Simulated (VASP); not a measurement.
**A VASP 6.6.1 single-point calculation on Mg$_{2}$Si**

INCAR

```
LWAVE = .FALSE.
GGA = PE
NSW = 0
ISIF = 2
ISMEAR = -1
IBRION = -1
LCHARG = .FALSE.
NELM = 84
LREAL = .FALSE.
ENCUT = 520
ALGO = All
NBANDS = 11
PREC = Accurate
EDIFF = 1E-7
SIGMA = 0.02
LASPH = .TRUE.
```

KPOINTS

```
KPOINTS created by Atomic Simulation Environment
0
Gamma
8 8 8
0 0 0
```

POSCAR

```
Si Mg
 1.0000000000000000
     0.0000000000000000    3.2006528173000000    3.2006528173000000
     3.2006528173000000    0.0000000000000000    3.2006528173000000
     3.2006528173000000    3.2006528173000000    0.0000000000000000
 Si  Mg
   1   2
Cartesian
  0.0000000000000000  0.0000000000000000  0.0000000000000000
  1.6003264086500000  1.6003264086500000  1.6003264086500000
  4.8009792259499999  4.8009792259499999  4.8009792259499999
```

The recommended PBE PAW datasets give the neutral cell 8 valence electrons.

Command

```
mpirun -np 1 vasp_std
```

Problem. How does this run end, and what does it give?

Solution. It converged. Results: gap between bands v and c on the k mesh 0.24 eV; least direct gap on the k mesh 1.74 eV; pressure -1.0 GPa. Band v is the last that the valence electrons fill when counted band by band, and c is the next.

OSZICAR

```
N       E                     dE             d eps       ncg     rms           ort
DAV:   1     0.465541814538E+01    0.46554E+01   -0.34428E+03   319   0.614E+02
DAV:   2    -0.892804771331E+01   -0.13583E+02   -0.12745E+02   319   0.669E+01
DAV:   3    -0.945915231198E+01   -0.53110E+00   -0.52872E+00   319   0.105E+01
DAV:   4    -0.946387053219E+01   -0.47182E-02   -0.47178E-02   319   0.125E+00
DAV:   5    -0.946392674248E+01   -0.56210E-04   -0.56210E-04   319   0.134E-01
SDA:   6    -0.828832972059E+01    0.11756E+01   -0.56210E-04   319   0.188E+01   0.000E+00
CGA:   7    -0.886477184818E+01   -0.57644E+00   -0.57305E+00   319   0.763E-01   0.312E-01
CGA:   8    -0.890528425138E+01   -0.40512E-01   -0.40518E-01   319   0.990E-02  -0.199E-03
CGA:   9    -0.890946936199E+01   -0.41851E-02   -0.41906E-02   319   0.942E-03  -0.301E-04
CGA:  10    -0.890985361315E+01   -0.38425E-03   -0.38477E-03   319   0.729E-04  -0.347E-05
CGA:  11    -0.890988635191E+01   -0.32739E-04   -0.32721E-04   319   0.637E-05   0.103E-06
CGA:  12    -0.890988930240E+01   -0.29505E-05   -0.29329E-05   319   0.565E-06   0.108E-06
CGA:  13    -0.890988951011E+01   -0.20772E-06   -0.20241E-06   319   0.631E-07   0.132E-06
SDA:  14    -0.890988952891E+01   -0.18799E-07   -0.20434E-07   319   0.153E-07   0.305E-07
   1 F= -.89098895E+01 E0= -.89098850E+01  d E =-.914085E-05
```

Standard output (part)

```
POSCAR found type information on POSCAR SiMg
 POSCAR found :  2 types and       3 ions
 LDA part: xc-table for (Slater+PW92), standard interpolation
 POSCAR, INCAR and KPOINTS ok, starting setup
 WAVECAR not read
 entering main loop
 gam= 0.000 g(H,U,f)=  0.109E+01 0.791E+00 0.853E-12 ort(H,U,f) = 0.000E+00 0.000E+00 0.000E+00
 gam= 0.000 trial= 0.400  step=  0.6101 mean=  0.4000
 gam= 0.041 g(H,U,f)=  0.445E-01 0.318E-01 0.139E-06 ort(H,U,f) =-0.130E+00 0.161E+00 0.762E-06
 gam= 0.041 trial= 0.421  step=  1.0452 mean=  0.4210
 gam= 0.130 g(H,U,f)=  0.912E-02 0.776E-03 0.225E-06 ort(H,U,f) =-0.622E-02 0.601E-02 0.201E-05
 gam= 0.130 trial= 0.483  step=  0.8489 mean=  0.4834
 gam= 0.095 g(H,U,f)=  0.923E-03 0.183E-04 0.699E-08 ort(H,U,f) =-0.266E-03 0.236E-03 0.132E-06
 gam= 0.095 trial= 0.520  step=  0.8198 mean=  0.5200
 gam= 0.077 g(H,U,f)=  0.725E-04 0.389E-06 0.159E-09 ort(H,U,f) =-0.722E-05 0.375E-05-0.312E-08
 gam= 0.077 trial= 0.550  step=  0.9010 mean=  0.5500
 gam= 0.087 g(H,U,f)=  0.629E-05 0.851E-07 0.288E-09 ort(H,U,f) = 0.678E-07 0.356E-07-0.113E-09
 gam= 0.087 trial= 0.585  step=  0.9194 mean=  0.5851
 gam= 0.089 g(H,U,f)=  0.551E-06 0.138E-07 0.475E-10 ort(H,U,f) = 0.710E-07 0.372E-07 0.112E-09
 gam= 0.089 trial= 0.618  step=  0.7050 mean=  0.6185
 gam= 0.112 g(H,U,f)=  0.589E-07 0.425E-08 0.135E-10 ort(H,U,f) = 0.122E-06 0.946E-08 0.305E-10
 gam= 0.112 trial= 0.627  step=  0.5249 mean=  0.6272
...
```

For comparison, a separate PBE run of the intended cell, on usual settings and not on those above, gives a gap of 0.24 eV on its mesh and a pressure of -1.0 GPa.
